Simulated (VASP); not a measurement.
Wanted: the native input for a VASP 6.6.1 run.

| Property | Result |
| --- | --- |
| Task | single point |
| Functional | PBE |
| Potentials or basis | VASP PAW PBE potentials, release 64 (In_d, P) |
| Cutoff | 520 eV |
| k mesh | 10 × 10 × 10 |
| Occupations | gaussian, width 0.02 eV |
| Spin | no spin polarisation |
| Dipole correction | no |
| Further INCAR settings | ALGO = Normal; EDIFF = 1e-07; NBANDS = 16 |

The structure of InP lies in POSCAR:

```
InP
1.0
    0.0000000000      2.9798940145      2.9798940145
    2.9798940145      0.0000000000      2.9798940145
    2.9798940145      2.9798940145      0.0000000000
In P
1 1
Direct
    0.0000000000      0.0000000000      0.0000000000
    0.2500000000      0.2500000000      0.2500000000
```

The cell is a database's computed one.

One way to write it, as run:

INCAR

```
PREC = Accurate
ENCUT = 520
EDIFF = 1E-7
ISMEAR = 0
SIGMA = 0.02
LREAL = F
LASPH = T
NELM = 100
ALGO = Normal
ISIF = 2
LWAVE = F
LCHARG = F
GGA = PE
NBANDS = 16
```

KPOINTS

```
Automatic mesh
0
Gamma
  10 10 10
```

Potentials or basis: VASP PAW PBE potentials, release 64 (In_d, P).

Command:

```console
$ cat potpaw_PBE.64/In_d/POTCAR potpaw_PBE.64/P/POTCAR > POTCAR
$ mpirun -np 1 vasp_std > vasp.out
```

It gave:

The pressure is -0.1 GPa and the band gap on the k mesh is 0.44 eV, direct.

Caveat: spin-orbit coupling is left out, which moves the levels of the heavy elements.

It took 33 s on 1 thread of Intel(R) Xeon(R) Platinum 8488C (Sapphire Rapids), with other jobs on the host, peak memory 0.19 GiB.
